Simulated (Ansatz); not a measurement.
**Polymorphs of GePt₂**

Method: Ansatz, DFT r2SCAN, scalar-relativistic, plane waves, PAW. All cells share a 500 eV cutoff and Γ-centred k meshes spaced at most 0.3 Å⁻¹ (0.19 for metals, 2π included).

All energies are static (0 K, no zero-point motion). The comparison covers the computed candidates alone. For metals, differences of a few meV/atom aren't resolved. Spin–orbit coupling is left out. No run is spin-polarised.

```json
{"#": "1", "started from": "fluorite type", "space group": "Fm-3m (No. 225)", "atoms": "3", "V (Å³/atom)": "16.5", "ΔE (meV/atom)": "0", "gap on mesh (eV)": "0.00"}
{"#": "2", "started from": "database cell", "space group": "P-62m (No. 189)", "atoms": "9", "V (Å³/atom)": "15.5", "ΔE (meV/atom)": "35", "gap on mesh (eV)": "0.00"}
```

The lowest structure: Space group Fm-3m (No. 225), cubic, a = 5.832 Å. Ge is coordinated by 8 Pt at 2.53 Å; around Pt lie 4 Ge at 2.53 Å and 6 Pt at 2.92 Å. Its energy against the elements is -0.39 eV/atom. Energies over the elements count from the lowest elemental structures computed at the same level, with no empirical corrections.

```cif
data_structure
_symmetry_space_group_name_H-M 'Fm-3m'
_symmetry_Int_Tables_number 225
_cell_length_a 5.8318
_cell_length_b 5.8318
_cell_length_c 5.8318
_cell_angle_alpha 90.000
_cell_angle_beta 90.000
_cell_angle_gamma 90.000
_cell_volume 198.34
loop_
_atom_site_label
_atom_site_type_symbol
_atom_site_symmetry_multiplicity
_atom_site_Wyckoff_symbol
_atom_site_fract_x
_atom_site_fract_y
_atom_site_fract_z
_atom_site_occupancy
Ge1 Ge 4 a 0.00000 0.00000 0.00000 1
Pt1 Pt 8 c 0.25000 0.75000 0.75000 1
```

The second: Space group P-62m (No. 189), hexagonal, a = 6.724 Å, c = 3.557 Å. Around Ge on Wyckoff site c (2 atoms of the primitive cell) lie 3 Pt at 2.43 Å and 6 Pt at 2.76 Å; Ge on Wyckoff site b (1 atom of the primitive cell) has 9 Pt at 2.55–2.60 Å; around Pt on Wyckoff site g (3 atoms of the primitive cell) lie 1 Ge at 2.55 Å, 4 Ge at 2.76 Å and 6 Pt at 2.89–2.90 Å; around Pt on Wyckoff site f (3 atoms of the primitive cell) lie 2 Ge at 2.43 Å, 2 Ge at 2.60 Å and 6 Pt at 2.89–2.90 Å (next Pt at 3.29 Å).

(1) At what pressure would number 2, the only denser structure, take over if both were incompressible?

## Answers

(1) ΔE/ΔV is 35 meV/atom over 16.53 − 15.47 Å³/atom, about 5.3 GPa. This crude estimate ignores compression.